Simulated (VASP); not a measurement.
**SiC in VASP 6.6.1, relaxation**

INCAR

```
EDIFF = 1E-7
LWAVE = .FALSE.
IBRION = 2
PREC = Accurate
EDIFFG = 1E-5
NELM = 100
NBANDS = 11
SIGMA = 0.02
LREAL = .FALSE.
LCHARG = .FALSE.
ENCUT = 600
ISMEAR = -1
GGA = PS
ISIF = 3
LASPH = .TRUE.
NSW = 40
```

KPOINTS

```
KPOINTS created by Atomic Simulation Environment
0
Gamma
10 10 10
0 0 0
```

POSCAR

```
Si C
 1.0000000000000000
     0.0000000000000000    2.1897788108572280    2.1897788108572280
     2.1897788108572280   -0.0000000000000000    2.1897788108572280
     2.1897788108572280    2.1897788108572280   -0.0000000000000000
 Si  C
   1   1
Cartesian
 -0.0000000000000000  0.0000000000000000 -0.0000000000000000
  1.0948894054286140  1.0948894054286140  1.0948894054286140
```

The recommended PBE PAW datasets give the neutral cell 8 valence electrons.

Command

```
mpirun -np 1 vasp_std
```

Task: How does this run end, and what does it give?

Result: It converged. Results: relaxed cell vector lengths 3.082, 3.082, 3.082 Å; relaxed cell volume 20.69 Å³.

OSZICAR

```
N       E                     dE             d eps       ncg     rms          rms(c)
DAV:   1     0.493386144626E+01    0.49339E+01   -0.42105E+03  1042   0.690E+02
DAV:   2    -0.169757119676E+02   -0.21910E+02   -0.20773E+02  1350   0.116E+02
DAV:   3    -0.176664231744E+02   -0.69071E+00   -0.68939E+00  1289   0.172E+01
DAV:   4    -0.176690175215E+02   -0.25943E-02   -0.25942E-02  1186   0.132E+00
DAV:   5    -0.176690284923E+02   -0.10971E-04   -0.10971E-04  1259   0.812E-02    0.858E+00
DAV:   6    -0.159885627406E+02    0.16805E+01   -0.60078E+00  1160   0.108E+01    0.384E+00
DAV:   7    -0.159279586004E+02    0.60604E-01   -0.35421E-01  1223   0.337E+00    0.173E+00
DAV:   8    -0.159135414108E+02    0.14417E-01   -0.20581E-02  1181   0.917E-01    0.164E-01
DAV:   9    -0.159133180815E+02    0.22333E-03   -0.17351E-03  1252   0.220E-01    0.109E-01
DAV:  10    -0.159133645848E+02   -0.46503E-04   -0.12899E-04  1184   0.713E-02    0.252E-02
...
       N       E                     dE             d eps       ncg     rms          rms(c)
DAV:   1    -0.159178508897E+02   -0.48108E-02   -0.59467E-02  1187   0.161E+00    0.277E-01
DAV:   2    -0.159167012897E+02    0.11496E-02   -0.27525E-03  1157   0.276E-01    0.138E-01
DAV:   3    -0.159164571039E+02    0.24419E-03   -0.39305E-04  1193   0.112E-01    0.392E-02
DAV:   4    -0.159164145942E+02    0.42510E-04   -0.60122E-05  1184   0.358E-02    0.150E-02
DAV:   5    -0.159164132326E+02    0.13616E-05   -0.18448E-06  1223   0.839E-03    0.106E-02
DAV:   6    -0.159164124308E+02    0.80178E-06   -0.13181E-07   982   0.267E-03    0.349E-03
DAV:   7    -0.159164126132E+02   -0.18235E-06   -0.39025E-08   619   0.101E-03    0.598E-04
DAV:   8    -0.159164126415E+02   -0.28312E-07   -0.19083E-09   562   0.355E-04
   3 F= -.15916413E+02 E0= -.15916413E+02  d E =-.304768E-02
```

```
ionic step  ΔE (meV/atom)  volume (Å³)  largest force (eV/Å)  pressure (GPa)  electronic steps
         1            0.0        21.00                 0.000           -3.15                13
         2            0.2        20.38                 0.000            3.49                 8
         3           -1.5        20.69                 0.000            0.00                 8
```

For comparison, a separate PBEsol relaxation on usual settings, not on those above, ends at 20.69 Å³.
